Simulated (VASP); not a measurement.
# SiO2 (Quartz): how cutoff and mesh change the relaxed cell, part 2 of 2

How far does the relaxed cell of SiO2 (Quartz) depend on cutoff and k mesh? The starting structure is a measured crystal structure from the Crystallography Open Database. The first relaxation on each setting starts from this cell expanded by 3 % in volume.

VASP 6.6.1.

Results so far: reference 12.93 Å³ an atom; a cutoff of 400 eV 11.62 Å³ an atom.

**4. Relaxation with a 3×3×2 mesh**

Level of this step: PBEsol; plane waves and PAW (Si, O) (VASP).

Against step 2 the input has a 3×3×2 mesh (also changed: KPAR and NCORE).

Contents of INCAR:

```
SYSTEM = SiO2
PREC = Accurate
ENCUT = 520
EDIFF = 1E-06
NELM = 100
ISMEAR = 0
SIGMA = 0.03
LREAL = .FALSE.
ALGO = Normal
GGA = PS
NBANDS = 33
LORBIT = 11
LWAVE = .FALSE.
LCHARG = .FALSE.
KPAR = 2
NCORE = 8
IBRION = 2
NSW = 50
ISIF = 3
EDIFFG = -0.006
```

Contents of POSCAR:

```
SiO2
1.0
    4.9696249510      0.0000000000      0.0000000000
   -2.4848124755      4.3038214549      0.0000000000
    0.0000000000      0.0000000000      5.4626589287
Si O
3 6
Direct
    0.5291000000      0.5291000000      0.0000000000
    0.0000000000      0.4709000000      0.3333333333
    0.4709000000      0.0000000000      0.6666666667
    0.1484000000      0.7346000000      0.5460668333
    0.8516000000      0.5862000000      0.1205998333
    0.5862000000      0.8516000000      0.8794001667
    0.7346000000      0.1484000000      0.4539331667
    0.2654000000      0.4138000000      0.2127335000
    0.4138000000      0.2654000000      0.7872665000
```

Contents of KPOINTS:

```
Automatic mesh
0
Gamma
3 3 2
0 0 0
```

Potentials, in the order of the species: Si and O (PBE family, release 64).

Run with:

```sh
mpirun -np 16 vasp_std
```

Log:

```text
[banner, memory and clock lines left out]
running   16 mpi-ranks, on    1 nodes
[...]
[... a notice as in an earlier step ...]

 LDA part: xc-table for (Slater+PW92), standard interpolation
 POSCAR, INCAR and KPOINTS ok, starting setup
[...]
entering main loop
       N       E                     dE             d eps       ncg     rms          rms(c)
DAV:   1     0.277537985720E+03    0.27754E+03   -0.25248E+04   396   0.135E+03
DAV:   2    -0.642957372118E+02   -0.34183E+03   -0.32989E+03   515   0.307E+02
DAV:   3    -0.824293477827E+02   -0.18134E+02   -0.18054E+02   496   0.753E+01
DAV:   4    -0.826351598072E+02   -0.20581E+00   -0.20558E+00   504   0.895E+00
[...]
DAV:  12    -0.740034545619E+02   -0.34344E-05   -0.38501E-05   504   0.365E-02    0.171E-02
DAV:  13    -0.740034580709E+02   -0.35090E-05   -0.16922E-05   472   0.214E-02    0.374E-03
DAV:  14    -0.740034585690E+02   -0.49813E-06   -0.62716E-07   360   0.467E-03
   1 F= -.74003459E+02 E0= -.74003459E+02  d E =-.740035E+02
[... from here on, the cycles between the ionic steps are left out ...]
   2 F= -.74002435E+02 E0= -.74002435E+02  d E =0.102390E-02
   3 F= -.74004168E+02 E0= -.74004168E+02  d E =-.709478E-03
   4 F= -.74004210E+02 E0= -.74004210E+02  d E =-.421232E-04
   5 F= -.74004258E+02 E0= -.74004258E+02  d E =-.894973E-04
   6 F= -.74004377E+02 E0= -.74004377E+02  d E =-.119039E-03
   7 F= -.74004398E+02 E0= -.74004398E+02  d E =-.140396E-03
[...]
reached required accuracy - stopping structural energy minimisation
```

The job ended after 7.4 s (16 MPI ranks of Intel Xeon 6975P-C (Granite Rapids), shared host; peak memory 2.3 GiB).

From OUTCAR (step 4):

```text
  Total        0.0006694      0.0006694     -0.0004665      0.0000000      0.0000000      0.0000000
  in kB        0.0092150      0.0092150     -0.0064214      0.0000000      0.0000000      0.0000000
  external PRESSURE =       0.0040028 kB  Pullay stress =       0.0000000 kB

 POSITION                                       TOTAL-FORCE (eV/Angst)
 -----------------------------------------------------------------------------------
      1.31187      2.27223      0.00000         0.001886      0.003267     -0.000000
     -1.16976      2.02609      1.81844         0.001886     -0.003267     -0.000000
      2.33953     -0.00000      3.63689        -0.003772     -0.000000     -0.000000
     -1.08836      3.15890      2.97935        -0.003344     -0.002339     -0.001302
      2.77176      2.52199      0.65754         0.003698      0.001726      0.001302
      0.79823      3.66142      4.79779        -0.000354      0.004065     -0.001302
      3.27986      0.63690      2.47599        -0.000354     -0.004065      0.001302
      0.29013      1.77633      1.16090         0.003698     -0.001726     -0.001302
      1.39328      1.13942      4.29443        -0.003344      0.002339      0.001302
 -----------------------------------------------------------------------------------
    total drift:                               -0.000001     -0.000002      0.000001

  FREE ENERGIE OF THE ION-ELECTRON SYSTEM (eV)
  ---------------------------------------------------
  free  energy   TOTEN  =       -74.0043979403 eV

  energy  without entropy=      -74.0043979403  energy(sigma->0) =      -74.00439794

[... 1 part as in an earlier step ...]

[... 3 further parts left out ...]
[key lines of the parts left out:]
E-fermi :   0.9719
```

With a 3×3×2 mesh the cell ends at 12.931 Å³ an atom, +0.00 % from the reference.

**5. Relaxation with a cutoff of 680 eV**

Against step 2 the input has ENCUT = 680.

Edit INCAR of step 4 so:

```diff
@@ -2,3 +2,3 @@
 PREC = Accurate
-ENCUT = 520
+ENCUT = 680
 EDIFF = 1E-06
@@ -14,4 +14,3 @@
 LCHARG = .FALSE.
-KPAR = 2
-NCORE = 8
+KPAR = 16
 IBRION = 2
```

POSCAR is that of step 4.

Contents of KPOINTS:

```
Automatic mesh
0
Gamma
6 6 4
0 0 0
```

Run with:

```sh
mpirun -np 16 vasp_std
```

Log:

```text
[... set-up lines as in an earlier step ...]
 entering main loop
       N       E                     dE             d eps       ncg     rms          rms(c)
DAV:   1     0.320765574665E+03    0.32077E+03   -0.28942E+04  1584   0.165E+03
DAV:   2    -0.604074964630E+02   -0.38117E+03   -0.36648E+03  2058   0.333E+02
DAV:   3    -0.823984623882E+02   -0.21991E+02   -0.21887E+02  2000   0.838E+01
DAV:   4    -0.826604654492E+02   -0.26200E+00   -0.26171E+00  1968   0.101E+01
[...]
DAV:  12    -0.740451361137E+02   -0.37885E-05   -0.37411E-05  2016   0.363E-02    0.172E-02
DAV:  13    -0.740451396010E+02   -0.34873E-05   -0.19079E-05  1944   0.229E-02    0.384E-03
DAV:  14    -0.740451400860E+02   -0.48505E-06   -0.71055E-07  1440   0.510E-03
   1 F= -.74045140E+02 E0= -.74045140E+02  d E =-.740451E+02
[... from here on, the cycles between the ionic steps are left out ...]
   2 F= -.74043407E+02 E0= -.74043407E+02  d E =0.173321E-02
   3 F= -.74046612E+02 E0= -.74046612E+02  d E =-.147198E-02
   5 F= -.74046747E+02 E0= -.74046747E+02  d E =-.134517E-03
   7 F= -.74047004E+02 E0= -.74047004E+02  d E =-.257611E-03
   9 F= -.74047055E+02 E0= -.74047055E+02  d E =-.503606E-04
  11 F= -.74047063E+02 E0= -.74047063E+02  d E =-.493377E-05
  13 F= -.74047100E+02 E0= -.74047100E+02  d E =-.417865E-04
  15 F= -.74047125E+02 E0= -.74047125E+02  d E =-.677331E-04
  17 F= -.74047160E+02 E0= -.74047160E+02  d E =-.342609E-04
  19 F= -.74047192E+02 E0= -.74047192E+02  d E =-.667086E-04
  21 F= -.74047215E+02 E0= -.74047215E+02  d E =-.111286E-04
  23 F= -.74047298E+02 E0= -.74047298E+02  d E =-.939004E-04
  25 F= -.74047367E+02 E0= -.74047367E+02  d E =-.163343E-03
  26 F= -.74047368E+02 E0= -.74047368E+02  d E =-.163920E-03
[...]
reached required accuracy - stopping structural energy minimisation
```

It took 2 min on 16 MPI ranks; peak memory 6.7 GiB.

Parts of OUTCAR (step 5):

```text
  Total        0.0439060      0.0439060     -0.0423601     -0.0000000      0.0000000      0.0000000
  in kB        0.6088691      0.6088691     -0.5874309     -0.0000000      0.0000000      0.0000000
  external PRESSURE =       0.2101024 kB  Pullay stress =       0.0000000 kB

 POSITION                                       TOTAL-FORCE (eV/Angst)
 -----------------------------------------------------------------------------------
      1.31102      2.27076     -0.00000        -0.002025     -0.003507      0.000000
     -1.16270      2.01385      1.81676        -0.002025      0.003507      0.000000
      2.32539     -0.00000      3.63352         0.004049      0.000000     -0.000000
     -1.09315      3.13971      2.98494         0.000417     -0.002884      0.000679
      2.77496      2.51655      0.64858         0.002289     -0.001803     -0.000679
      0.79192      3.66146      4.80170        -0.002706      0.001081      0.000679
      3.26564      0.62315      2.46534        -0.002706     -0.001081     -0.000679
      0.30123      1.76806      1.16818         0.002289      0.001803      0.000679
      1.38057      1.14491      4.28210         0.000417      0.002884     -0.000679
 -----------------------------------------------------------------------------------
    total drift:                               -0.000000     -0.000000     -0.000000

  FREE ENERGIE OF THE ION-ELECTRON SYSTEM (eV)
  ---------------------------------------------------
  free  energy   TOTEN  =       -74.0473678349 eV

  energy  without entropy=      -74.0473678349  energy(sigma->0) =      -74.04736783

[... 2 parts as in an earlier step ...]

[... 2 further parts left out ...]
[key lines of the parts left out:]
E-fermi :   1.0094
```

With a cutoff of 680 eV the cell ends at 12.837 Å³ an atom, -0.73 % from the reference.

**6. Relaxation with a 9×9×6 mesh**

Against step 2 the input has a 9×9×6 mesh.

Edit INCAR of step 5 so:

```diff
@@ -2,3 +2,3 @@
 PREC = Accurate
-ENCUT = 680
+ENCUT = 520
 EDIFF = 1E-06
```

POSCAR is that of step 5.

Contents of KPOINTS:

```
Automatic mesh
0
Gamma
9 9 6
0 0 0
```

Run with:

```sh
mpirun -np 16 vasp_std
```

Log:

```text
[... set-up lines as in an earlier step ...]
 entering main loop
       N       E                     dE             d eps       ncg     rms          rms(c)
DAV:   1     0.275537698544E+03    0.27554E+03   -0.25035E+04  4092   0.134E+03
DAV:   2    -0.638579226960E+02   -0.33940E+03   -0.32776E+03  5269   0.305E+02
DAV:   3    -0.824265096991E+02   -0.18569E+02   -0.18493E+02  5159   0.761E+01
DAV:   4    -0.826351296125E+02   -0.20862E+00   -0.20841E+00  5119   0.903E+00
[...]
DAV:  12    -0.740037369802E+02   -0.35448E-05   -0.37481E-05  5120   0.361E-02    0.176E-02
DAV:  13    -0.740037402804E+02   -0.33003E-05   -0.18948E-05  5064   0.227E-02    0.387E-03
DAV:  14    -0.740037407816E+02   -0.50117E-06   -0.68879E-07  3640   0.496E-03
   1 F= -.74003741E+02 E0= -.74003741E+02  d E =-.740037E+02
[... from here on, the cycles between the ionic steps are left out ...]
   2 F= -.74002714E+02 E0= -.74002714E+02  d E =0.102676E-02
   3 F= -.74004447E+02 E0= -.74004447E+02  d E =-.706259E-03
   4 F= -.74004492E+02 E0= -.74004492E+02  d E =-.444859E-04
   5 F= -.74004537E+02 E0= -.74004537E+02  d E =-.901955E-04
   6 F= -.74004656E+02 E0= -.74004656E+02  d E =-.118401E-03
   7 F= -.74004678E+02 E0= -.74004678E+02  d E =-.140995E-03
[...]
reached required accuracy - stopping structural energy minimisation
```

Elapsed: 49 s, on 16 MPI ranks; peak memory 6.5 GiB; 10 min of CPU time.

OUTCAR, selected parts (step 6):

```text
  Total        0.0035624      0.0035624      0.0029792     -0.0000000      0.0000000      0.0000000
  in kB        0.0490422      0.0490422      0.0410138     -0.0000000      0.0000000      0.0000000
  external PRESSURE =       0.0463661 kB  Pullay stress =       0.0000000 kB

 POSITION                                       TOTAL-FORCE (eV/Angst)
 -----------------------------------------------------------------------------------
      1.31187      2.27222     -0.00000         0.002007      0.003476     -0.000000
     -1.16977      2.02610      1.81842         0.002007     -0.003476     -0.000000
      2.33954      0.00000      3.63685        -0.004014     -0.000000     -0.000000
     -1.08836      3.15891      2.97930        -0.003444     -0.002125     -0.001087
      2.77175      2.52201      0.65754         0.003562      0.001920      0.001087
      0.79824      3.66141      4.79773        -0.000118      0.004045     -0.001087
      3.27988      0.63691      2.47596        -0.000118     -0.004045      0.001087
      0.29012      1.77631      1.16088         0.003562     -0.001920     -0.001087
      1.39327      1.13941      4.29439        -0.003444      0.002125      0.001087
 -----------------------------------------------------------------------------------
    total drift:                               -0.000001     -0.000002      0.000001

  FREE ENERGIE OF THE ION-ELECTRON SYSTEM (eV)
  ---------------------------------------------------
  free  energy   TOTEN  =       -74.0046782308 eV

  energy  without entropy=      -74.0046782308  energy(sigma->0) =      -74.00467823

[... 1 part as in an earlier step ...]

[... 3 further parts left out ...]
[key lines of the parts left out:]
E-fermi :   0.9719
```

With a 9×9×6 mesh the cell ends at 12.931 Å³ an atom, +0.00 % from the reference.

**7. The runs compared**

```
               run  volume (Å³/atom)  change (%)  pressure left (GPa)  core minutes
         reference            12.931           -                  0.0           9.6
a cutoff of 400 eV            11.622      -10.13                 0.02          28.0
      a 3×3×2 mesh            12.931         0.0                  0.0          1.97
a cutoff of 680 eV            12.837       -0.73                 0.02          32.5
      a 9×9×6 mesh            12.931         0.0                  0.0          13.1
```

Core minutes are wall time times ranks, summed over the relaxations behind a row (those for a bulk modulus apart), on shared hosts.

**8. What came out**

* volume of the reference: 12.93 Å³/atom
* volume against the reference, a cutoff of 400 eV: -10.13 %
* volume against the reference, a 3×3×2 mesh: +0.00 %
* volume against the reference, a cutoff of 680 eV: -0.73 %
* volume against the reference, a 9×9×6 mesh: +0.00 %

The volume moves most with a cutoff of 400 eV: -10.13 % against the reference (520 eV, 6×6×4 mesh). On finer settings it changes by -0.73 % with a cutoff of 680 eV and +0.00 % with a 9×9×6 mesh. The relaxations stop with up to 0.02 GPa left, which at a bulk modulus of 50 GPa, to name a scale, is 0.04 % of the volume, and more along a soft axis. That understates it: a restart alone still moved the volume by up to 2.9 %. A change this large on a finer setting means that the reference isn't converged, that its relaxation stopped early along a soft direction, or that the runs ended in different electronic states. A cell that shrinks at the lower cutoff is the usual mark of Pulay stress, the error that a plane-wave basis makes when it is kept while the volume changes. Further runs on this material are not shown.

[Lines on the potential files, build, host, timing and source positions are cut from VASP's logs without a mark.]

[Logs are printed without paths, hosts, clocks, repeated set-up lines and the standing remarks that a program may print on its own settings, such as how far it seeks lower states.]

[Hosts, paths, dates, database ids (printed as entryN), source tags and the programs' standing remarks are cut or masked in the printed files.]
